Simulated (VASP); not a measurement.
# AlRu (Pm-3m) in VASP: further runs

Runs on AlRu. Level: PBE. Tasks: band structure.

All numbers are computed with VASP 6.6.1; they aren't measurements. Logs are shortened: lines on timing, memory, paths and dates and some standing lists are left out, and cuts for length are marked.

## Step 1: The structure

It takes space group Pm-3m (No. 221, cubic). The conventional cell has a = 2.992 Å, b = 2.992 Å, c = 2.992 Å, α = 90.00°, β = 90.00°, γ = 90.00°. Ru (site symmetry m-3m) has 8 Al at 2.59 Å as nearest neighbours. Al (site symmetry m-3m) has 8 Ru at 2.59 Å as nearest neighbours.

## Step 2: Band structure, PBE

POSCAR

```
AlRu
1.0
    2.9916000000      0.0000000000      0.0000000000
    0.0000000000      2.9916000000      0.0000000000
    0.0000000000      0.0000000000      2.9916000000
Ru Al
1 1
Direct
    0.5000000000      0.5000000000      0.5000000000
    0.0000000000      0.0000000000      0.0000000000
```

INCAR.step1

```
ALGO = Normal
EDIFF = 1E-7
ENCUT = 600
GGA = PE
ISIF = 2
ISMEAR = -1
LASPH = T
LCHARG = T
LMAXMIX = 4
LREAL = F
LWAVE = F
NBANDS = 16
NELM = 80
PREC = Accurate
SIGMA = 0.05
```

KPOINTS.step1

```
k-points
0
Gamma
  9 9 9
```

INCAR.step2

```
ALGO = Normal
EDIFF = 1E-7
ENCUT = 600
GGA = PE
ICHARG = 11
ISIF = 2
ISMEAR = 0
LASPH = T
LCHARG = F
LMAXMIX = 4
LREAL = F
LWAVE = F
NBANDS = 16
NELM = 80
PREC = Accurate
SIGMA = 0.05
```

KPOINTS.step2

```
path GXMGRX,MR
15
line-mode
reciprocal
 0.0000000000  0.0000000000  0.0000000000  G
 0.0000000000  0.5000000000  0.0000000000  X

 0.0000000000  0.5000000000  0.0000000000  X
 0.5000000000  0.5000000000  0.0000000000  M

 0.5000000000  0.5000000000  0.0000000000  M
 0.0000000000  0.0000000000  0.0000000000  G

 0.0000000000  0.0000000000  0.0000000000  G
 0.5000000000  0.5000000000  0.5000000000  R

 0.5000000000  0.5000000000  0.5000000000  R
 0.0000000000  0.5000000000  0.0000000000  X

 0.5000000000  0.5000000000  0.0000000000  M
 0.5000000000  0.5000000000  0.5000000000  R
```

Potentials or basis: VASP PAW PBE potentials, release 54 (Ru_pv, Al).

On the command line:

```
$ cat potpaw_PBE.54/Ru_pv/POTCAR potpaw_PBE.54/Al/POTCAR > POTCAR
$ cp INCAR.step1 INCAR
$ cp KPOINTS.step1 KPOINTS
$ mpirun -np 1 vasp_std > vasp.out
$ cp INCAR.step2 INCAR
$ cp KPOINTS.step2 KPOINTS
$ mpirun -np 1 vasp_std > vasp.out
```

OUTCAR:

```text
EDIFF = 1E-7
   ENCUT = 600
   GGA = PE
   ICHARG = 11
   ISIF = 2
   ISMEAR = 0
   LASPH = T
   LREAL = F
   NELM = 80
   PREC = Accurate

 ion  position               nearest neighbor table
   1  0.500  0.500  0.500-   2 2.59   2 2.59   2 2.59   2 2.59   2 2.59   2 2.59   2 2.59   2 2.59

   2  0.000  0.000  0.000-   1 2.59   1 2.59   1 2.59   1 2.59   1 2.59   1 2.59   1 2.59   1 2.59

  LATTYP: Found a simple cubic cell.
 ALAT       =     2.9916000000

  Lattice vectors:

 A1 = (   2.9916000000,   0.0000000000,   0.0000000000)
 A2 = (   0.0000000000,   2.9916000000,   0.0000000000)
 A3 = (   0.0000000000,   0.0000000000,   2.9916000000)

Analysis of symmetry for initial positions (statically):
=====================================================================
 Subroutine PRICEL returns:
 Original cell was already a primitive cell.

 Routine SETGRP: Setting up the symmetry group for a
 simple cubic supercell.

 Subroutine GETGRP returns: Found 48 space group operations
 (whereof 48 operations were pure point group operations)
 out of a pool of 48 trial point group operations.

The static configuration has the point symmetry O_h .

Analysis of symmetry for dynamics (positions and initial velocities):
=====================================================================
 Subroutine PRICEL returns:
 Original cell was already a primitive cell.

 Routine SETGRP: Setting up the symmetry group for a
 simple cubic supercell.

 Subroutine GETGRP returns: Found 48 space group operations
 (whereof 48 operations were pure point group operations)
 out of a pool of 48 trial point group operations.

The dynamic configuration has the point symmetry O_h .

 Subroutine INISYM returns: Found 48 space group operations
 (whereof 48 operations are pure point group operations),
 and found     1 'primitive' translations

----------------------------------------------------------------------------------------

                                     Primitive cell

  volume of cell :      26.7738

  direct lattice vectors                    reciprocal lattice vectors
     2.991600000  0.000000000  0.000000000     0.334269287  0.000000000  0.000000000
     0.000000000  2.991600000  0.000000000     0.000000000  0.334269287  0.000000000
     0.000000000  0.000000000  2.991600000     0.000000000  0.000000000  0.334269287

  length of vectors
[... 71 lines left out ...]
   NELM   =     80;   NELMIN=  2; NELMDL=  0     # of ELM steps
   EDIFF  = 0.1E-06   stopping-criterion for ELM
   LREAL  =      F    real-space projection
   EDIFFG = 0.1E-05   stopping-criterion for IOM
   NSW    =      0    number of steps for IOM
   IBRION =     -1    ionic relax: 0-MD 1-quasi-New 2-CG
   NFREE  =      0    steps in history (QN), initial steepest desc. (CG)
   ISIF   =      2    stress and relaxation
   ISYM   =      2    0-nonsym 1-usesym 2-fastsym
   POTIM  = 0.5000    time-step for ionic-motion
   TEBEG  =    0.0;   TEEND  =   0.0 temperature during run
   PSTRESS=    0.0 pullay stress
   NELECT =      17.0000    total number of electrons
   NUPDOWN=      -1.0000    fix difference up-down
   EMIN   =  10.00;   EMAX   =-10.00  energy-range for DOS
   EFERMI =   0.00;   METHOD = LEGACY
   ISMEAR =     0;   SIGMA  =   0.05  broadening in eV -4-tet -1-fermi 0-gaus
   EFERMI_NEDOS =   21; number of points for ismear=-14 and -15
   IALGO  =     38    algorithm
   IMIX   =      4    mixing-type and parameters
     AMIX     =   0.40;   BMIX     =  1.00
     AMIX_MAG =   1.60;   BMIX_MAG =  1.00
  volume/ion in A,a.u.               =      13.39        90.34
  Fermi-wavevector in a.u.,A,eV,Ry     =   1.407087  2.659009 26.938090  1.979894
  Thomas-Fermi vector in A             =   2.529382
   LORBIT       =      0    0 simple, 1 ext, 2 COOP (PROOUT), +10 PAW based schemes
   GGA     = PE    functional components
   LHFCALC =     F    Hartree Fock is set to
   AEXX    =    0.0000 exact exchange contribution
   IVDW    =     0    specifies the selected vdW correction
   LEPSILON=     F    determine dielectric tensor
   LRPA    =     F    only Hartree local field effects (RPA)
 non-spin polarized calculation
 Gauss-broadening in eV      SIGMA  =   0.05
  energy-cutoff  :      600.00
  volume of cell :       26.77
 maximum number of plane-waves:       916
 NGX is ok and might be reduce to    24

 number of electron      16.9999995 magnetization

 Free energy of the ion-electron system (eV)
  ---------------------------------------------------
  ext. energy  EPLUGINS =         0.00000000
  ---------------------------------------------------
  free energy    TOTEN  =       -13.53820653 eV

  energy without entropy =      -13.53713031  energy(sigma->0) =      -13.53766842

 E-fermi :  11.6499     XC(G=0): -12.5686

 val. band max:       11.5470615216   @ k =   0.3929   0.5000   0.3929
 cond. band min:      11.6711415912   @ k =   0.4286   0.4286   0.4286
 fundamental gap:      0.1240800695
 Fermi energy:        11.6499402716

 k-point     1 :       0.0000    0.0000    0.0000
  band No.  band energies     occupation
      1     -31.0784      2.00000
      2     -31.0784      2.00000
      3     -31.0784      2.00000
      4       1.0423      2.00000
      5       7.1436      2.00000
      6       7.1436      2.00000
[... 433 lines left out ...]
      3     -31.0494      2.00000
      4       4.9129      2.00000
      5       6.3678      2.00000
      6       8.7059      2.00000
[... 8 lines left out ...]
     15      22.7904      0.00000
     16      25.0966      0.00000

 [... further k-points ...]

------------------------ aborting loop because EDIFF is reached ----------------------------------------

  FORCE on cell =-STRESS in cart. coord.  units (eV):
  Direction    XX          YY          ZZ          XY          YZ          ZX
  --------------------------------------------------------------------------------------
  -------------------------------------------------------------------------------------
  Total        6.2432327      6.2432327      6.2432327     -0.0000000     -0.0000000     -0.0000000
  in kB      373.6022943    373.6022943    373.6022943     -0.0000000     -0.0000000     -0.0000000
  external PRESSURE =     373.6022943 kB  Pullay stress =       0.0000000 kB

 VOLUME and BASIS-vectors are now :
 -----------------------------------------------------------------------------
  energy-cutoff  :      600.00
  volume of cell :       26.77
      direct lattice vectors                 reciprocal lattice vectors
     2.991600000  0.000000000  0.000000000     0.334269287  0.000000000  0.000000000
     0.000000000  2.991600000  0.000000000     0.000000000  0.334269287  0.000000000
     0.000000000  0.000000000  2.991600000     0.000000000  0.000000000  0.334269287

 POSITION                                       TOTAL-FORCE (eV/Angst)
 -----------------------------------------------------------------------------------
      1.49580      1.49580      1.49580         0.000000      0.000000      0.000000
      0.00000      0.00000      0.00000         0.000000      0.000000      0.000000
 -----------------------------------------------------------------------------------
    total drift:                                0.000000     -0.000000     -0.000000

  FREE ENERGIE OF THE ION-ELECTRON SYSTEM (eV)
  ---------------------------------------------------
  free  energy   TOTEN  =       -13.5382065255 eV

  energy  without entropy=      -13.5371303143  energy(sigma->0) =      -13.53766842
```

OUTCAR.step1:

```text
EDIFF = 1E-7
   ENCUT = 600
   GGA = PE
   ISIF = 2
   ISMEAR = -1
[... 679 lines left out ...]
 -----------------------------------------------------------------------------------
      1.49580      1.49580      1.49580         0.000000      0.000000      0.000000
      0.00000      0.00000      0.00000         0.000000      0.000000      0.000000
 -----------------------------------------------------------------------------------
    total drift:                                0.000000     -0.000000     -0.000000

  FREE ENERGIE OF THE ION-ELECTRON SYSTEM (eV)
  ---------------------------------------------------
  free  energy   TOTEN  =       -14.2603143454 eV

  energy  without entropy=      -14.2449109883  energy(sigma->0) =      -14.25261267
```

Wall time 11 s (1 thread of Intel Xeon 6975P-C (Granite Rapids), shared host); peak memory 0.17 GiB.

Results:

| Quantity | Value |
| --- | --- |
| Band gap along the path | none (metal or under the smearing width) |

Levels at the corners of the path, in eV from the Fermi level:
| point | band 6 | band 7 | band 8 | band 9 | band 10 | band 11 |
| --- | --- | --- | --- | --- | --- | --- |
| Γ | -3.49 | 0.24 | 0.24 | 0.24 | 6.16 | 6.16 |
| X | -2.69 | -1.54 | -1.54 | 0.49 | 2.36 | 7.53 |
| X | -2.69 | -1.54 | -1.54 | 0.49 | 2.36 | 7.53 |
| M | -1.28 | -1.28 | -1.10 | -1.10 | 1.60 | 5.39 |
| M | -1.28 | -1.28 | -1.10 | -1.10 | 1.60 | 5.39 |
| Γ | -3.49 | 0.24 | 0.24 | 0.24 | 6.16 | 6.16 |
| Γ | -3.49 | 0.24 | 0.24 | 0.24 | 6.16 | 6.16 |
| R | -4.56 | 1.69 | 1.69 | 2.66 | 4.22 | 4.22 |
| R | -4.56 | 1.69 | 1.69 | 2.66 | 4.22 | 4.22 |
| X | -2.69 | -1.54 | -1.54 | 0.49 | 2.36 | 7.53 |
| M | -1.28 | -1.28 | -1.10 | -1.10 | 1.60 | 5.39 |
| R | -4.56 | 1.69 | 1.69 | 2.66 | 4.22 | 4.22 |

Caveat: the log is that of the step along the path at fixed density, whose energy, stress, charges and moments have no meaning.

## Step 3: Band structure, PBE

POSCAR is that of step 2.

INCAR.step1: that of step 2 with these lines changed.

```diff
@@ -11,3 +11,3 @@
 LWAVE = F
-NBANDS = 16
+NBANDS = 12
 NELM = 80
```

KPOINTS.step1 is that of step 2.

INCAR.step2: that of step 2 with these lines changed.

```diff
@@ -12,3 +12,3 @@
 LWAVE = F
-NBANDS = 16
+NBANDS = 12
 NELM = 80
```

KPOINTS.step2 is that of step 2.

Potentials or basis: VASP PAW PBE potentials, release 54 (Ru, Al).

On the command line:

```
$ cat potpaw_PBE.54/Ru/POTCAR potpaw_PBE.54/Al/POTCAR > POTCAR
$ cp INCAR.step1 INCAR
$ cp KPOINTS.step1 KPOINTS
$ mpirun -np 1 vasp_std > vasp.out
$ cp INCAR.step2 INCAR
$ cp KPOINTS.step2 KPOINTS
$ mpirun -np 1 vasp_std > vasp.out
```

Wall time 9.1 s (1 thread of Intel Xeon 6975P-C (Granite Rapids), shared host); peak memory 0.16 GiB.

Results (log left out):

```
Band gap along the path : none (metal or under the smearing width)
```

Levels at the corners of the path, in eV from the Fermi level:
| point | band 3 | band 4 | band 5 | band 6 | band 7 | band 8 |
| --- | --- | --- | --- | --- | --- | --- |
| Γ | -3.49 | 0.24 | 0.24 | 0.24 | 6.15 | 6.15 |
| X | -2.69 | -1.54 | -1.54 | 0.49 | 2.36 | 7.53 |
| X | -2.69 | -1.54 | -1.54 | 0.49 | 2.36 | 7.53 |
| M | -1.29 | -1.29 | -1.10 | -1.10 | 1.60 | 5.39 |
| M | -1.29 | -1.29 | -1.10 | -1.10 | 1.60 | 5.39 |
| Γ | -3.49 | 0.24 | 0.24 | 0.24 | 6.15 | 6.15 |
| Γ | -3.49 | 0.24 | 0.24 | 0.24 | 6.15 | 6.15 |
| R | -4.56 | 1.70 | 1.70 | 2.65 | 4.21 | 4.21 |
| R | -4.56 | 1.70 | 1.70 | 2.65 | 4.21 | 4.21 |
| X | -2.69 | -1.54 | -1.54 | 0.49 | 2.36 | 7.53 |
| M | -1.29 | -1.29 | -1.10 | -1.10 | 1.60 | 5.39 |
| R | -4.56 | 1.70 | 1.70 | 2.65 | 4.21 | 4.21 |

Caveat: the log is that of the step along the path at fixed density, whose energy, stress, charges and moments have no meaning.

## Step 4: The reference run

An earlier run on the cell as given: functional PBEsol; potentials or basis VASP PAW PBE potentials, release 64 (Ru_pv, Al); cutoff 520 eV; k mesh 9 × 9 × 9; occupations fermi-dirac, width 0.05 eV; no spin polarisation.

- Pressure: -3.3 GPa
- Band gap on the k mesh: none (metal or under the smearing width)
